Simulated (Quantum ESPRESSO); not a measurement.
**Nb: phonons at N under several settings**

```
Nb
1.0
    -1.66395    1.66395    1.66395
     1.66395   -1.66395    1.66395
     1.66395    1.66395   -1.66395
Nb
1
Direct
  0.00000 0.00000 0.00000
```

All runs used Quantum ESPRESSO 7.5; k mesh 11 × 11 × 11; given cell, atoms relaxed; no spin polarisation; occupations cold, width 0.2 eV.

```tsv
level	potentials	cutoff (eV)	pressure (GPa)	frequencies (cm⁻¹)
PBE	GBRV 1.5 PBE	612	-2.5	82 110 142
PBE	JTH 2.0 PBE	707	-2.2	81 110 142
PBE	SG15 PBE 1.2	952	-2.3	91 111 145
PBE	SPMS 1.0 PBE	952	?	?
PBE	SSSP 1.3 efficiency PBE	748	-2.1	90 110 144
PBE	Ansatz NC SR PBE	1116	-2.1	88 109 142
PBE	PseudoDojo 0.4.1 SR PBE standard	1116	-1.8	89 108 143
```

Problem. What stands in the row left open?

Solution. Pressure -1.8 GPa; frequencies 89 108 143 cm⁻¹.

Caveats: the q point doesn't lie on the k mesh, which can shift a metal's frequencies strongly unless the mesh is converged.

For the row left open. Caveat: the q point doesn't lie on the k mesh, which can shift a metal's frequencies strongly unless the mesh is converged.
